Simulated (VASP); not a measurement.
# RbBr (Pm-3m) in VASP: notebook

One crystal, RbBr, is run at these levels: r2SCAN; tasks: single point.

All numbers are computed with VASP 6.6.1; they aren't measurements. Logs are shortened: lines on timing, memory, paths and dates and some standing lists are left out, and cuts for length are marked.

**1. The crystal as given**

The structure is cubic, space group Pm-3m (No. 221). Conventional cell: a = 4.126 Å, b = 4.126 Å, c = 4.126 Å, α = 90.00°, β = 90.00°, γ = 90.00°. Rb (site symmetry m-3m) is surrounded by 8 Br at 3.57 Å. Around Br (site symmetry m-3m) lie 8 Rb at 3.57 Å.

The cell comes from a database or a generator and needn't be the stable form of this composition.

**2. Single point, r2SCAN**

File INCAR:

```
PREC     = Accurate       # precision mode
ENCUT    = 250            # plane-wave cutoff, eV
EDIFF    = 1E-6           # SCF threshold, eV
ISMEAR   = 0              # smearing method
SIGMA    = 0.05           # smearing width, eV
LREAL    = F              # projectors in reciprocal space
LASPH    = T              # aspherical terms in the spheres
NELM     = 100            # most SCF steps
ALGO     = Normal         # electronic algorithm
ISIF     = 2              # what is computed and relaxed
LWAVE    = F              # write WAVECAR
LCHARG   = F              # write CHGCAR
METAGGA  = R2SCAN         # meta-GGA
LMIXTAU  = T            
ADDGRID  = F
```

File KPOINTS:

```
Automatic mesh
0
Gamma
  6 6 6
```

File POSCAR:

```
RbBr
1.0
    4.1260773000      0.0000000000      0.0000000000
    0.0000000000      4.1260773000      0.0000000000
    0.0000000000      0.0000000000      4.1260773000
Rb Br
1 1
Direct
    0.0000000000      0.0000000000      0.0000000000
    0.5000000000      0.5000000000      0.5000000000
```

Potentials or basis: VASP PAW PBE potentials, release 64 (Rb_sv, Br).

Started as:

```sh
cat potpaw_PBE.64/Rb_sv/POTCAR potpaw_PBE.64/Br/POTCAR > POTCAR
mpirun -np 1 vasp_std > vasp.out
```

OUTCAR:

```text
PREC = Accurate
   ENCUT = 250
   EDIFF = 1E-6
   ISMEAR = 0
   LREAL = F
   LASPH = T
   NELM = 100
   ISIF = 2
   METAGGA = R2SCAN

 Found     20 irreducible k-points:

 Following reciprocal coordinates:
            Coordinates               Weight
  0.000000  0.000000  0.000000      1.000000
  0.166667  0.000000  0.000000      6.000000
  0.333333  0.000000  0.000000      6.000000
  0.500000  0.000000  0.000000      3.000000
  0.166667  0.166667  0.000000     12.000000
  0.333333  0.166667  0.000000     24.000000
   k-points           NKPTS =     20   k-points in BZ     NKDIM =     20   number of bands    NBANDS=     12
   number of dos      NEDOS =    301   number of ions     NIONS =      2
   total plane-waves  NPLWV =  13824
   dimension x,y,z NGX =    24 NGY =   24 NGZ =   24
   dimension x,y,z NGXF=    48 NGYF=   48 NGZF=   48
   ions per type =               1   1
   NGX,Y,Z   is equivalent  to a cutoff of   9.67,  9.67,  9.67 a.u.
   NGXF,Y,Z  is equivalent  to a cutoff of  19.34, 19.34, 19.34 a.u.
 SYSTEM =  unknown system
   PREC   = accura    normal or accurate (medium, high low for compatibility)
   ISTART =      0    job   : 0-new  1-cont  2-samecut
   ICHARG =      2    charge: 1-file 2-atom 10-const
   ISPIN  =      1    spin polarized calculation?
   LNONCOLLINEAR =      F non collinear calculations
   LSORBIT =      F    spin-orbit coupling
   LASPH  =      T    aspherical Exc in radial PAW
   ENCUT  =  250.0 eV  18.37 Ry    4.29 a.u.   5.32  5.32  5.32*2*pi/ulx,y,z
   NELM   =    100;   NELMIN=  2; NELMDL= -5     # of ELM steps
   EDIFF  = 0.1E-05   stopping-criterion for ELM
   LREAL  =      F    real-space projection
   EDIFFG = 0.1E-04   stopping-criterion for IOM
   NSW    =      0    number of steps for IOM
   IBRION =     -1    ionic relax: 0-MD 1-quasi-New 2-CG
   NFREE  =      0    steps in history (QN), initial steepest desc. (CG)
   ISIF   =      2    stress and relaxation
   ISYM   =      2    0-nonsym 1-usesym 2-fastsym
   POTIM  = 0.5000    time-step for ionic-motion
   TEBEG  =    0.0;   TEEND  =   0.0 temperature during run
   PSTRESS=    0.0 pullay stress
   NELECT =      16.0000    total number of electrons
   NUPDOWN=      -1.0000    fix difference up-down
   EMIN   =  10.00;   EMAX   =-10.00  energy-range for DOS
   EFERMI =   0.00;   METHOD = LEGACY
   ISMEAR =     0;   SIGMA  =   0.05  broadening in eV -4-tet -1-fermi 0-gaus
   EFERMI_NEDOS =   21; number of points for ismear=-14 and -15
   IALGO  =     38    algorithm
   IMIX   =      4    mixing-type and parameters
     AMIX     =   0.40;   BMIX     =  1.00
     AMIX_MAG =   1.60;   BMIX_MAG =  1.00
  volume/ion in A,a.u.               =      35.12       237.02
  Fermi-wavevector in a.u.,A,eV,Ry     =   0.999795  1.889338 13.600238  0.999589
  Thomas-Fermi vector in A             =   2.132108
   LORBIT       =      0    0 simple, 1 ext, 2 COOP (PROOUT), +10 PAW based schemes
   METAGGA = R2SCAN    functional components
   LHFCALC =     F    Hartree Fock is set to
   AEXX    =    0.0000 exact exchange contribution
   IVDW    =     0    specifies the selected vdW correction
   LEPSILON=     F    determine dielectric tensor
   LRPA    =     F    only Hartree local field effects (RPA)
 non-spin polarized calculation
 Gauss-broadening in eV      SIGMA  =   0.05
  energy-cutoff  :      250.00
  volume of cell :       70.24
 maximum number of plane-waves:       648
 NGX is ok and might be reduce to    24
   NGX = 11   NGY = 11   NGZ = 11

 number of electron      16.0000017 magnetization

 Free energy of the ion-electron system (eV)
  ---------------------------------------------------
  ext. energy  EPLUGINS =         0.00000000
  ---------------------------------------------------
  free energy    TOTEN  =       -31.11221445 eV

  energy without entropy =      -31.11221445  energy(sigma->0) =      -31.11221445

 E-fermi :  -0.8281     XC(G=0):  -8.3247

 val. band max:       -1.0480522709   @ k =   0.5000   0.5000   0.0000
 cond. band min:       3.7868340854   @ k =   0.0000   0.0000   0.0000
 fundamental gap:      4.8348863563
 Fermi energy:        -0.8280582063

 k-point     1 :       0.0000    0.0000    0.0000
  band No.  band energies     occupation
      1     -26.9355      2.00000
      2     -14.1066      2.00000
      3     -10.3760      2.00000
      4     -10.3760      2.00000
      5     -10.3760      2.00000
      6      -1.2021      2.00000
      7      -1.2021      2.00000
      8      -1.2021      2.00000
      9       3.7868      0.00000
     10       5.0659      0.00000
     11       5.0659      0.00000
     12       9.6744      0.00000

 k-point     2 :       0.1667    0.0000    0.0000
  band No.  band energies     occupation
      1     -26.9303      2.00000
      2     -14.1039      2.00000
      3     -10.4110      2.00000
      4     -10.3644      2.00000
      5     -10.3644      2.00000
      6      -1.6826      2.00000
      7      -1.2189      2.00000
      8      -1.2189      2.00000
      9       4.4293      0.00000
     10       5.2807      0.00000
     11       5.6816      0.00000
     12       9.5381      0.00000

 k-point     3 :       0.3333    0.0000    0.0000
  band No.  band energies     occupation
      1     -26.9199      2.00000
      2     -14.1007      2.00000
      3     -10.4721      2.00000
      4     -10.3408      2.00000
      5     -10.3408      2.00000
      6      -2.4352      2.00000
      7      -1.2539      2.00000
      8      -1.2539      2.00000
      9       5.7558      0.00000
     10       5.8762      0.00000
     11       6.9398      0.00000
     12       9.2671      0.00000

 k-point     4 :       0.5000    0.0000    0.0000
  band No.  band energies     occupation
      1     -26.9147      2.00000
      2     -14.1002      2.00000
      3     -10.4984      2.00000
      4     -10.3289      2.00000
      5     -10.3289      2.00000
      6      -2.7513      2.00000
      7      -1.2721      2.00000
      8      -1.2721      2.00000
      9       6.4040      0.00000
     10       6.7603      0.00000
     11       7.3207      0.00000
     12       8.3115      0.00000

 k-point     5 :       0.1667    0.1667    0.0000
  band No.  band energies     occupation
      1     -26.9252      2.00000
      2     -14.0908      2.00000
      3     -10.4542      2.00000
      4     -10.3712      2.00000
      5     -10.3536      2.00000
      6      -1.7743      2.00000
      7      -1.4931      2.00000
      8      -1.2180      2.00000
      9       4.9128      0.00000
     10       5.6339      0.00000
     11       6.0707      0.00000
     12       8.9770      0.00000

 k-point     6 :       0.3333    0.1667    0.0000
  band No.  band energies     occupation
      1     -26.9150      2.00000
      2     -14.0661      2.00000
      3     -10.5189      2.00000
      4     -10.3998      2.00000
      5     -10.3318      2.00000
      6      -2.3291      2.00000
      7      -1.5304      2.00000
      8      -1.2180      2.00000
      9       5.8359      0.00000
     10       6.0861      0.00000
     11       7.1843      0.00000
     12       8.6806      0.00000

 [... further k-points ...]

------------------------ aborting loop because EDIFF is reached ----------------------------------------

  FORCE on cell =-STRESS in cart. coord.  units (eV):
  Direction    XX          YY          ZZ          XY          YZ          ZX
  --------------------------------------------------------------------------------------
  -------------------------------------------------------------------------------------
  Total       -0.0435087     -0.0435087     -0.0435087     -0.0000000     -0.0000000      0.0000000
  in kB       -0.9923731     -0.9923731     -0.9923731     -0.0000000     -0.0000000      0.0000000
  external PRESSURE =      -0.9923731 kB  Pullay stress =       0.0000000 kB

 VOLUME and BASIS-vectors are now :
 -----------------------------------------------------------------------------
  energy-cutoff  :      250.00
  volume of cell :       70.24
      direct lattice vectors                 reciprocal lattice vectors
     4.126077300  0.000000000  0.000000000     0.242360947  0.000000000  0.000000000
     0.000000000  4.126077300  0.000000000     0.000000000  0.242360947  0.000000000
     0.000000000  0.000000000  4.126077300     0.000000000  0.000000000  0.242360947

 POSITION                                       TOTAL-FORCE (eV/Angst)
 -----------------------------------------------------------------------------------
      0.00000      0.00000      0.00000         0.000000      0.000000      0.000000
      2.06304      2.06304      2.06304         0.000000      0.000000      0.000000
 -----------------------------------------------------------------------------------
    total drift:                                0.000000      0.000000     -0.000000

  FREE ENERGIE OF THE ION-ELECTRON SYSTEM (eV)
  ---------------------------------------------------
  free  energy   TOTEN  =       -31.1122144484 eV

  energy  without entropy=      -31.1122144484  energy(sigma->0) =      -31.11221445
```

OSZICAR:

```text
N       E                     dE             d eps       ncg     rms          rms(c)
DAV:   1     0.273051641519E+02    0.27305E+02   -0.44831E+03   480   0.657E+02
DAV:   2    -0.326915523899E+02   -0.59997E+02   -0.57746E+02   696   0.154E+02
DAV:   3    -0.355363266075E+02   -0.28448E+01   -0.28350E+01   608   0.365E+01
[... 12 lines left out ...]
DAV:  16    -0.311120095648E+02    0.14531E-03   -0.59468E-05   560   0.609E-02    0.745E-03
DAV:  17    -0.311121915896E+02   -0.18202E-03   -0.41102E-05   508   0.649E-02    0.514E-03
DAV:  18    -0.311122115958E+02   -0.20006E-04   -0.51153E-06   608   0.226E-02    0.281E-03
DAV:  19    -0.311122142233E+02   -0.26275E-05   -0.11791E-06   384   0.116E-02    0.179E-03
DAV:  20    -0.311122144484E+02   -0.22515E-06   -0.10357E-07   332   0.257E-03
   1 F= -.31112214E+02 E0= -.31112214E+02  d E =-.153316E-11
```

stdout:

```text
POSCAR found type information on POSCAR RbBr
 POSCAR found :  2 types and       2 ions
 scaLAPACK will be used
 -----------------------------------------------------------------------------
|                                                                             |
|                                                                             |
|     You enforced a specific xc type in the INCAR file but a different       |
|     I HOPE YOU KNOW WHAT YOU ARE DOING!                                     |
|                                                                             |
 -----------------------------------------------------------------------------

 LDA part: xc-table for (None), standard interpolation
 POSCAR, INCAR and KPOINTS ok, starting setup
 FFT: planning ... GRIDC
 FFT: planning ... GRID_SOFT
 FFT: planning ... GRID
 WAVECAR not read
 entering main loop
```

Run time: 15 s. Hardware: 1 thread of Intel Xeon 6975P-C (Granite Rapids), shared host; peak memory 0.14 GiB.

These settings aren't checked as converged: the numbers below hold their error.

Results:

```yaml
Free_energy: -31.1122 eV
Band_gap_on_the_k_mesh: 4.83 eV, indirect (least direct gap 4.99 eV)
```

Caveat: the cutoff is under 1.25 times the usual one of these potentials, so pressure, stress and relaxed cells hold a basis-set (Pulay) error; the PAW data sets were made with another functional, which shifts forces and pressure a little.

**3. Single point, r2SCAN**

INCAR, as its differences from that of step 2:

```diff
@@ -1,3 +1,3 @@
 PREC     = Accurate       # precision mode
-ENCUT    = 250            # plane-wave cutoff, eV
+ENCUT    = 400            # plane-wave cutoff, eV
 EDIFF    = 1E-6           # SCF threshold, eV
```

File KPOINTS:

```
Automatic mesh
0
Gamma
  5 5 5
```

POSCAR is that of step 2.

Potentials or basis: VASP PAW PBE potentials, release 64 (Rb_sv, Br).

Started as:

```sh
cat potpaw_PBE.64/Rb_sv/POTCAR potpaw_PBE.64/Br/POTCAR > POTCAR
mpirun -np 1 vasp_std > vasp.out
```

Run time: 20 s. Hardware: 1 thread of Intel Xeon 6975P-C (Granite Rapids), shared host; peak memory 0.16 GiB.

The run converged, but some of its settings lie outside the range that counts as converged, so its numbers aren't taken as properties of the crystal.

Results:

- Free energy: -31.1102 eV
- Pressure: 0.0 GPa
- Band gap on the k mesh: 4.87 eV, indirect (least direct gap 4.99 eV)

Caveat: the PAW data sets were made with another functional, which shifts forces and pressure a little; an odd mesh through Γ misses points on the zone boundary, where band edges often lie.

**4. For comparison**

An earlier run on the cell as given: functional PBE; potentials or basis VASP PAW PBE potentials, release 64 (Rb_sv, Br); cutoff 520 eV; k mesh 7 × 7 × 7; occupations fermi-dirac, width 0.05 eV; no spin polarisation.

* Pressure: 0.8 GPa
* Band gap on the k mesh: 4.10 eV, indirect (least direct gap 4.23 eV)
